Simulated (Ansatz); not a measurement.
## How CaSe (Fm-3m) expands on warming

Wanted: α(T), C_P(T) and B(T) of CaSe in the quasi-harmonic approximation.

Measurements to reproduce:
- heat capacity C_P per formula unit 48.1 J/mol/K near room temperature (given in “High-Throughput Prediction of Finite-Temperature Properties using the Quasi-Harmonic Approximation”, 2016, arXiv:1603.06924)

Calculated with Ansatz 0.2.0; DFT r2SCAN, scalar-relativistic, plane waves, PAW.

The database entry behind the starting cell differs from later determinations by our own check (0.1 to 0.3 % short, probably kX units), so it need not match the best structure at ambient conditions.

## Step 1: Starting point

Symmetry: Fm-3m, No. 225, cubic system. The conventional cell has a = 5.912 Å, b = 5.912 Å, c = 5.912 Å, α = 90.00°, β = 90.00°, γ = 90.00°. Nearest to Ca lie 6 Se at 2.96 Å. Se has 6 Ca at 2.96 Å nearest. Farther neighbours and most contacts between anions are not listed.

## Step 2: Probe on a coarse mesh

Before spending time, one coarse run tells the gap and the pressure of the starting cell.

The input, input.yaml:

```yaml
crystal:
  lattice:
    - [0.0, 2.956, 2.956]
    - [2.956, 0.0, 2.956]
    - [2.956, 2.956, 0.0]
  atoms:
    - { symbol: Ca, position: [0.0, 0.0, 0.0] }
    - { symbol: Se, position: [0.5, 0.5, 0.5] }
kpoints:
  mp_grid: { grid: [6, 6, 6] }
hamiltonian:
  xc: r2scan
scf:
  occupations: { method: gaussian, width: 0.1 }
  lower_state_search: "off"
output:
  forces: true
  stress: true
  eigenvalues: true
```

The run is started by

```sh
ansatz run input.yaml --threads 4 --pin off --max-ram 16384MiB --backend cpu --events-out ev --progress --plain --runs-dir out
```

Numbers of over 12 decimals in the logs are rounded to 6 here.

The program printed:

```text
Engine: ansatz 0.2.0, aarch64-unknown-linux-gnu
Pseudopotentials: kind: paw
Pseudopotential: Ca, paw, valence charge 10, recommended cutoff 500 eV (meta_gga), Ca.paw.azcp
Pseudopotential: Se, paw, valence charge 16, recommended cutoff 500 eV (meta_gga), Se.paw.azcp
Functional definition: r2SCAN
  parameter k0 = 0.174
  parameter k1 = 0.065
  parameter a1 = 4.9479
  exchange = r2scan_x(k0 = k0, k1 = k1, a1 = a1)
  correlation = r2scan_c
Crystal: 2 atoms, lattice volume = 51.659 Å³
Basis set: ecut = 500 eV, 1363 PW (Γ), exchange–correlation on 128×128×128 points (64 copies of the dense FFT grid, shifted against one another)
Bands: 17, of which v1, the nominal top of the filled ones, is band 13 counted from 1 (12 counted from 0)
Symmetry: 48 space group operations
Space group: Fm-3m (ITA 225), of the structure as read, at distance tolerance 3.7e-5 Å
k-points: 16 of 216
Non-local potential: Ca, projectors of the file, l = 0: 3, l = 1: 2, l = 2: 2
Non-local potential: Se, projectors of the file, l = 0: 2, l = 1: 2, l = 2: 3, l = 3: 1
PAW form: soft (Blöchl's): semilocal exchange-correlation on the pseudo side does not see the compensation charge
PAW frozen core: Ca, regenerated for the run's functional (the file was generated under x = pbe(κ = 0.804, μ = 0.219515), c = pbe(β = 0.066725))
PAW frozen core: Se, regenerated for the run's functional (the file was generated under x = pbe(κ = 0.804, μ = 0.219515), c = pbe(β = 0.066725))
PAW one-centre angular grid: Ca, 302 points (default); XC on 160 Gauss nodes
PAW one-centre angular grid: Se, 590 points (default); XC on 160 Gauss nodes
Initial density: superposition of atomic densities (neutral atoms: chi_scale 0, normalization atom), corrected by the library's trained network
Initial wavefunctions: pseudopotential atomic-orbital guess
Functional: x = r2scan, c = r2scan; τ floored in thin density (d = 2e-4 eV/Å³)
SCF iter   1: F=-7304.432755 eV  HF=-7304.410321 eV  |F-HF|=2.24e-2  |Δ(HF+E_count)|=         —  Δρ=5.73e-3  dr2=2.57e-2  dr2_τ=9.25e-3  ethr=1.77e-3  ⟨swp⟩=6.4  Hψ=1605  notcnv=0
preconditioner: auto → none  [insulator: Δε(μ)=2.614 eV  Ē_g=9.800 eV  σ=0.100 eV  W_gap=1.00  n_scr=14 (ndim 8)  ℏωp=14.6 eV  f_vac=0.000  D(μ)=0.00/eV (n_scr^D=0)  ε∞_Penn≈3.2]
SCF iter   2: F=-7304.447026 eV  HF=-7304.447203 eV  |F-HF|=1.77e-4  |Δ(HF+E_count)|=   3.69e-2  Δρ=1.83e-3  dr2=9.58e-4  dr2_τ=4.16e-4  ethr=9.87e-5  ⟨swp⟩=2.8  Hψ=733  notcnv=0
SCF iter   3: F=-7304.447374 eV  HF=-7304.447278 eV  |F-HF|=9.57e-5  |Δ(HF+E_count)|=   7.55e-5  Δρ=8.79e-4  dr2=1.91e-4  dr2_τ=1.76e-5  ethr=3.69e-6  ⟨swp⟩=2.0  Hψ=544  notcnv=0
SCF iter   4: F=-7304.447382 eV  HF=-7304.447385 eV  |F-HF|=2.45e-6  |Δ(HF+E_count)|=   1.06e-4  Δρ=2.84e-4  dr2=2.15e-5  dr2_τ=4.08e-6  ethr=7.36e-7  ⟨swp⟩=2.0  Hψ=464  notcnv=0
SCF iter   5: F=-7304.447387 eV  HF=-7304.447387 eV  |F-HF|=1.19e-7  |Δ(HF+E_count)|=   2.33e-6  Δρ=4.23e-5  dr2=5.16e-7  dr2_τ=4.37e-8  ethr=8.29e-8  ⟨swp⟩=2.8  Hψ=512  notcnv=0
SCF iter   6: F=-7304.447387 eV  HF=-7304.447387 eV  |F-HF|=1.56e-8  |Δ(HF+E_count)|=   2.82e-8  Δρ=6.28e-6  dr2=2.00e-8  dr2_τ=1.61e-9  ethr=3.85e-10  ⟨swp⟩=5.9  Hψ=1245  notcnv=0
SCF 1 converged in 6 iterations: F = -7304.447387 eV  dr2 = 2.00e-8
  greatest PAW one-centre occupation: 1.000 electrons in one spin orbital (limit 2), on the Se atom at site 1 (counted from 0), in its partial waves of l = 2
SCF converged after 6 iterations
Free energy (F): -7304.447387 eV
Harris-Foulkes:  -7304.447387 eV  (|F-HF|=1.56e-8)
Internal energy: -7304.447387 eV  (E = F + TS)
E sigma→0 (E₀):  -7304.447387 eV
Fermi energy:    8.079064 eV
--- Per-component energies (eV) ---
  E_band       = -531.509724
  E_kinetic    = 398.795803
  E_local      = -3202.052020  (includes V_loc(G=0)·N_el)
  E_nonlocal   = -533.385387
  E_hartree    = 1471.743552
  E_xc         = -236.983172
  E_vxc        = -301.990601  (∫ρ·V_xc dr)
  E_paw        = -2788.146162  (= ΣΔE_a)
  E_vpaw       = 146.869120  (= ΣTr[D̂ρ^β])
  E_aug_tail   = -0.000213  (compensation charges beyond the density's cutoff)
  E_vtau       = 16.769852  (kinetic-family band-sum trace: ∫τ·v_τ [+ j·A + Jᵃ·Aᵃ] dr)
  E_ewald      = -2412.434353
  E_core_change = -1.985436  (= ΣΔE_core)
  E_smearing   = -0.000000  (= −TS)
  E_closure    = -0.000000  (closes the sum)
  Σ components = -7304.447387   (vs F -7304.447387, Δ=0.00e0)
--- Forces (eV/Å), atoms counted from 1 ---
  atom   1  Ca    -0.00000000     0.00000000     0.00000000
  atom   2  Se     0.00000000    -0.00000000    -0.00000000
  max |Σ_I F_I| component: 1.72e-29 eV/Å
--- Stress (GPa, compression-positive) ---
        0.616414       0.000000       0.000000
        0.000000       0.616414       0.000000
       -0.000000      -0.000000       0.616414
  P = ⅓ Tr σ = 0.6164 GPa (6.164 kbar)
--- Band table (eV; the first three rows and the last of 16) ---
  k-point 0: bands = [... 9 lower, -5.3614, 6.8343, 6.8343, 6.8343, 10.9867, 11.0545, 11.0545, 11.0545]
  k-point 1: bands = [... 9 lower, -5.1953, 5.6938, 6.4555, 6.4555, 11.0438, 11.4255, 11.4255, 12.3642]
  k-point 2: bands = [... 9 lower, -4.8354, 4.1719, 5.8794, 5.8794, 11.3610, 12.2859, 12.2859, 13.6138]
  k-point 15: bands = [... 9 lower, -4.6874, 4.5301, 5.2519, 5.3269, 10.6407, 12.6585, 12.7651, 13.2904]
```

It took 1.6 s on 4 threads of Arm Neoverse V1, shared host; peak memory 0.44 GiB.

Numbers from this step:

```
pressure          : 0.6164 GPa
gap on the k-mesh : 2.490 eV
volume per atom   : 25.83 Å³/atom
```

The start is under 0.62 GPa at this level and looks like an insulator or semiconductor on this mesh.

## Step 3: Relaxation

The vibrations must be taken about the equilibrium of this functional, not about the starting cell, so the structure is relaxed.

input.yaml, the sections that differ from step 2:

```yaml
kpoints:
  mp_grid: { grid: [8, 8, 8] }
scf:
  occupations: { method: gaussian, width: 0.02 }
  lower_state_search: "off"
relax:
  adjacent_minimum: "off"
  f_tol: 0.005
  max_steps: 80
  cell: { stress_tol: 0.05 }
# crystal, hamiltonian, output: as in step 2
```

The program printed:

```text
[...]
Crystal: 2 atoms, lattice volume = 51.659 Å³
Basis set: ecut = 500 eV, 1363 PW (Γ), exchange–correlation on 128×128×128 points (64 copies of the dense FFT grid, shifted against one another)
Bands: 17, of which v1, the nominal top of the filled ones, is band 13 counted from 1 (12 counted from 0)
Symmetry: 48 space group operations
[...]
k-points: 29 of 512
[...]
SCF iter   1: F=-7304.433262 eV  HF=-7304.410848 eV  |F-HF|=2.24e-2  |Δ(HF+E_count)|=         —  Δρ=5.73e-3  dr2=2.57e-2  dr2_τ=9.24e-3  ethr=1.77e-3  ⟨swp⟩=7.5  Hψ=3142  notcnv=0
[...]
SCF iter   6: F=-7304.447964 eV  HF=-7304.447964 eV  |F-HF|=1.69e-8  |Δ(HF+E_count)|=   2.71e-8  Δρ=5.78e-6  dr2=1.55e-8  dr2_τ=1.43e-9  ethr=3.85e-10  ⟨swp⟩=5.6  Hψ=2165  notcnv=0
SCF 1 converged in 6 iterations: F = -7304.447964 eV  dr2 = 1.55e-8
[...]
relax step   1: F+E_penalty+E_count = -7304.44796418 eV  Δ(F+E_penalty+E_count) = +0.000e0 eV  max|allowed force component| = 1.742e-30 eV/Å  Δτ_max = 0.0000 Å  P = +0.610 GPa  Ω = 51.659 Å³  (6 SCF iters, dr2 threshold 1.00e-7 eV, accepted)
Crystal: 2 atoms, lattice volume = 52.525 Å³
[...]
iter 1 solved again at ethr=2.22e-6 eV; its pass at ethr=3.10e-3 eV (dr2=5.77e-4 eV) is discarded
[...]
SCF iter   5: F=-7304.448790 eV  HF=-7304.448790 eV  |F-HF|=6.05e-9  |Δ(HF+E_count)|=   5.57e-8  Δρ=5.51e-6  dr2=6.34e-9  dr2_τ=2.55e-9  ethr=7.69e-10  ⟨swp⟩=5.1  Hψ=2185  notcnv=0
SCF 2 converged in 5 iterations: F = -7304.448790 eV  dr2 = 6.34e-9
relax step   2: F+E_penalty+E_count = -7304.44878974 eV  Δ(F+E_penalty+E_count) = -8.256e-4 eV  max|allowed force component| = 4.273e-31 eV/Å  Δτ_max = 0.0000 Å  P = -0.267 GPa  Ω = 52.525 Å³  energy of the carried Pulay correction = -6.764e-5 eV  (5 SCF iters, dr2 threshold 2.00e-7 eV, accepted)
Crystal: 2 atoms, lattice volume = 52.258 Å³
[...]
SCF iter   4: F=-7304.449037 eV  HF=-7304.449037 eV  |F-HF|=1.23e-8  |Δ(HF+E_count)|=   1.74e-7  Δρ=6.91e-6  dr2=2.79e-8  dr2_τ=3.67e-9  ethr=6.85e-10  ⟨swp⟩=5.0  Hψ=2040  notcnv=0
SCF 3 converged in 4 iterations: F = -7304.449037 eV  dr2 = 2.79e-8
relax step   3: F+E_penalty+E_count = -7304.44903745 eV  Δ(F+E_penalty+E_count) = -2.477e-4 eV  max|allowed force component| = 1.183e-30 eV/Å  Δτ_max = 0.0000 Å  P = -0.005 GPa  Ω = 52.258 Å³  energy of the carried Pulay correction = -4.693e-5 eV  (4 SCF iters, dr2 threshold 1.78e-7 eV, accepted)
[...]
SCF iter   5: F=-7304.449084 eV  HF=-7304.449084 eV  |F-HF|=1.58e-10  |Δ(HF+E_count)|=   4.56e-9  Δρ=2.18e-7  dr2=4.43e-12  dr2_τ=5.24e-12  ethr=1.00e-12  ⟨swp⟩=5.7  Hψ=1951  notcnv=0
SCF 4 converged in 5 iterations: F = -7304.449084 eV  dr2 = 4.43e-12
relax step   4: F+E_penalty+E_count = -7304.44908437 eV  Δ(F+E_penalty+E_count) = -4.691e-5 eV  max|allowed force component| = 9.861e-31 eV/Å  Δτ_max = 0.0000 Å  P = -0.004 GPa  Ω = 52.258 Å³  stress off target by 4.32e-3 GPa  SCF on the basis re-selected at this cell (its energy is not comparable with the rows above)  (5 SCF iters)
basis re-selected at this cell: Δ(F+E_penalty+E_count) = -4.691e-5 eV, ΔP = +0.000 GPa vs the last step (what re-selecting the basis moved, of the pressure what is left beyond the Pulay correction that the steps carried, after the strain that the cell walked since its last selection, with what the two solves' SCF thresholds leave and, on support functions, any second-order correction that the steps lacked; it is no m [...]
SCF converged after 5 iterations
Free energy (F): -7304.449084 eV
[...]
Internal energy: -7304.449084 eV  (E = F + TS)
E sigma→0 (E₀):  -7304.449084 eV
Fermi energy:    7.959850 eV
[...]
--- Stress (GPa, compression-positive) ---
       -0.004320      -0.000000      -0.000000
       -0.000000      -0.004320      -0.000000
       -0.000000      -0.000000      -0.004320
  P = ⅓ Tr σ = -0.0043 GPa (-0.043 kbar)
--- Band table (eV; the first three rows and the last of 29) ---
  k-point 0: bands = [... 9 lower, -5.4535, 6.7013, 6.7013, 6.7013, 10.7861, 10.9257, 10.9257, 10.9257]
  k-point 1: bands = [... 9 lower, -5.3600, 5.9823, 6.4746, 6.4746, 10.8902, 11.1421, 11.1421, 11.6683]
  k-point 2: bands = [... 9 lower, -5.1227, 4.7581, 6.0279, 6.0279, 10.9949, 11.6745, 11.6745, 12.9224]
  k-point 28: bands = [... 9 lower, -4.7737, 4.7338, 4.7338, 5.0582, 11.6278, 11.6278, 12.5637, 13.0385]
--- Relaxed structure (3 steps of the walk, 3 accepted, 1 SCFs on fresh bases) ---
  F+E_penalty+E_count = -7304.44908437 eV   max|allowed force component| = 9.861e-31 eV/Å   (the final SCF, on the basis selected at the relaxed cell)
  cell:  # Å, volume = 52.2582 Å³
    - [0, 2.967391, 2.967391]
    - [2.967391, 0, 2.967391]
    - [2.967391, 2.967391, 0.0]
  atoms:
    - { symbol: Ca, position: [0, 0, 0] }
    - { symbol: Se, position: [0.5, 0.5, 0.5] }
```

The job ended after 5 s (4 threads; peak memory 0.49 GiB).

Step by step:

```tsv
step	energy less that of the first step (eV)	largest force component (eV/Å)	pressure (GPa)	volume (Å³)
1	0.0000	0.0000	0.61	51.66
2	-0.0008	0.0000	-0.27	52.52
3	-0.0011	0.0000	0.00	52.26
4*	-0.0011	0.0000	0.00	52.26
```

Relaxation steps marked * repeat the geometry before them on a plane-wave basis chosen anew for their cell, so energy and pressure can jump there.

The run keeps the 48 symmetry operations that it works with, so distortions that break them were not tested.

```tsv
conventional cell, symmetrised	before	after	change
a (Å)	5.912	5.935	+0.4 %
b (Å)	5.912	5.935	+0.4 %
c (Å)	5.912	5.935	+0.4 %
volume (Å³/atom)	25.83	26.13	+1.2 %
```

The relaxed structure:

```
Ca Se
1.0
     0.00000    2.96739    2.96739
     2.96739    0.00000    2.96739
     2.96739    2.96739    0.00000
Ca Se
1 1
Direct
  0.00000 0.00000 0.00000
  0.50000 0.50000 0.50000
```

Numbers from this step:

| Item | Value |
| --- | --- |
| pressure | -0.004320 GPa |
| gap on the k-mesh | 2.517 eV |
| volume per atom | 26.13 Å³/atom |

The relaxation ends with a pressure of 0.00 GPa.

[end of part 1 of 2]

[Logs are printed without paths, hosts, clocks, repeated set-up lines and the standing remarks that a program may print on its own settings, such as how far it seeks lower states.]

[Hosts, paths, dates, database ids (printed as entryN), source tags and the programs' standing remarks are cut or masked in the printed files.]

[A step with changed settings may run another functional than the one named; its input shows which.]
